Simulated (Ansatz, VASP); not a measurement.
**BAs in VASP and in Ansatz**

```
CELL_PARAMETERS angstrom
0.00000 2.45157 2.45157
2.45157 0.00000 2.45157
2.45157 2.45157 0.00000
ATOMIC_POSITIONS crystal
B 0.00000 0.00000 0.00000
As 0.25000 0.25000 0.25000
```

Alike in both runs: task single point; functional PBE; k mesh 10 × 10 × 10; occupations gaussian, width 0.02 eV; no spin polarisation.

|  | VASP | Ansatz |
| --- | --- | --- |
| version | VASP 6.6.1 | Ansatz 0.2.0 |
| potentials or method | VASP PAW PBE potentials, release 64 (B, As) | scalar-relativistic, plane waves, PAW |
| plane-wave cutoff (eV) | 520 | 420 |
| valence electrons in the cell | 8 | 18 |

VASP gave:

- gap on the k mesh at the Fermi level (eV): 1.25
- least direct gap on the mesh (eV): 3.18
- pressure (GPa): -6.3

Question: Estimate Ansatz's values.

Answer: gap on the k mesh at the Fermi level (eV): 1.26; least direct gap on the mesh (eV): 3.19; pressure (GPa): -6.8.

With one functional, cell and mesh, what is left measures potentials, basis and numerics. The two sets of potentials don't hold the same shells in valence.

A k mesh can miss the band edges. Expect the measured gap to be larger: semilocal functionals such as PBE lack the derivative discontinuity.
